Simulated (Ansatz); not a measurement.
All numbers below come from Ansatz, DFT PBE, scalar-relativistic, plane waves, PAW. All cells share a 420 eV cutoff and Γ-centred k meshes spaced at most about 0.3 Å⁻¹ (about 0.25 or finer for metals, 2π included). No spin polarisation in the final relaxations.

Temperature and zero-point effects are left out.

Two relaxed structures of HfSi₄:

A. Space group Fd-3m (No. 227), cubic, a = 9.405 Å. Hf has 4 Si at 2.61 Å; Si is surrounded by 3 Si at 2.39 Å and 1 Hf at 2.61 Å.

B. Space group P4/mmm (No. 123), tetragonal, a = 5.810 Å, c = 4.299 Å. Hf has 8 Si at 2.74 Å; around Si lie 3 Si at 2.40–2.41 Å and 2 Hf at 2.74 Å.

Question: Which is lower in energy, and by how much?

Answer: B is lower, by 134 meV/atom. A has space group Fd-3m (No. 227), 20.8 Å³/atom and no gap on its mesh; B has space group P4/mmm (No. 123), 29.0 Å³/atom and no gap. Counting Si atoms around Hf (those within 1.25 times the shortest such distance or 1.15 times the sum of covalent radii), A has Hf 4 and B has Hf 8. A holds Si–Si units of three or more atoms (shortest 2.39 Å); B holds Si–Si nets (shortest 2.40 Å). The lower one is the more open, so pressure narrows the difference. Even the lower one lies +0.39 eV/atom against the reference forms of the elements (uncorrected), so neither is stable at this level. Both come from invented guesses. A third cell relaxed alike, in Im-3m, lies 111 meV/atom below the lower of the two.

Spin–orbit coupling, which can matter for Hf, is left out. Cells relaxed within their symmetry can be saddle points.

B's advantage of 134 meV/atom does not come from more or shorter Si–Si contacts, since each Si has three at almost the same length in both cells. It more likely reflects Hf bonding to eight Si instead of four, which suits an electropositive metal with empty d orbitals, together with relief of the acute angles in A's Si₄ tetrahedra. The two contributions can't be separated here. Denser packing is not the reason, because B's flat net of four- and eight-membered rings leaves open channels.

Formally, Hf⁴⁺ with four three-bonded Si⁻ would be electron-precise in either cell. The missing gap suggests that this ionic picture fails, probably because Hf d states mix with the Si p bands. A three-bonded Si⁻ would also favour a pyramidal site, so the flat net may well prefer to pucker.

The positive energy against the elements fits the known chemistry, in which HfSi₂ is the silicon-richest established silicide. Since that compound forms exothermically, decomposition into HfSi₂ and Si should be even more favourable than decomposition into the elements.
